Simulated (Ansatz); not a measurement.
## As: band structure with LDA

As:

```
As
1.0
     1.82500   -5.50000    0.00000
     1.82500    5.50000    0.00000
     0.00000    0.00000    4.47000
As
4
Cartesian
  1.8250 1.2100 2.5032
  1.8250 -4.2900 4.2018
  1.8250 -1.2100 1.9668
  1.8250 4.2900 0.2682
```

This isn't the form of As at room conditions, which is rhombohedral.

```json
{
  "Program": "Ansatz 0.2.0",
  "Task": "band structure",
  "Functional": "LDA",
  "Potentials or basis": "all-electron LAPW, scalar-relativistic",
  "Cutoff": "275 eV (chosen from the basis error)",
  "Basis error allowed": "0.002 eV/atom",
  "k mesh": "8 × 8 × 6",
  "Occupations": "fermi-dirac, width 0.05 eV",
  "Spin": "no spin polarisation"
}
```

The pressure is -1.9 GPa, the largest force is 0.192 eV/Å and the band gap along the path is none (metal or under the smearing width).

Forces in eV/Å, atoms in the order of the input:
```
As   0.000 -0.027  0.190
As   0.000 -0.027 -0.190
As   0.000  0.027 -0.190
As   0.000  0.027  0.190
```

Stress tensor (GPa, compression positive):
```
-1.05  0.00  0.00
 0.00 -1.77  0.00
 0.00  0.00 -2.79
```

Levels at the corners of the path, in eV from the Fermi level:
```csv
point,band 42,band 43,band 44,band 45,band 46,band 47,band 48,band 49,band 50,band 51
Γ,-4.27,-2.96,-2.20,-1.81,-1.03,1.99,2.06,2.54,3.40,4.81
X,-3.35,-2.71,-2.65,-2.23,-1.92,0.56,0.71,0.71,1.89,2.31
S,-3.74,-2.48,-2.48,-2.32,-2.32,0.85,0.85,1.03,1.03,3.22
R,-5.42,-4.59,-4.59,-1.79,-1.79,1.99,1.99,4.61,4.61,6.35
A,-5.75,-3.94,-3.94,-1.87,-1.87,2.26,2.26,4.50,4.50,5.15
Z,-4.28,-1.91,-1.91,-0.58,-0.58,1.02,1.02,2.09,2.09,5.00
Γ,-4.27,-2.96,-2.20,-1.81,-1.03,1.99,2.06,2.54,3.40,4.81
Y,-4.39,-3.32,-1.64,-1.20,-0.36,0.14,2.01,2.40,3.03,4.80
```

Wall time 110 s on 2 threads of Arm Neoverse N1, on a shared host, peak memory 0.72 GiB.
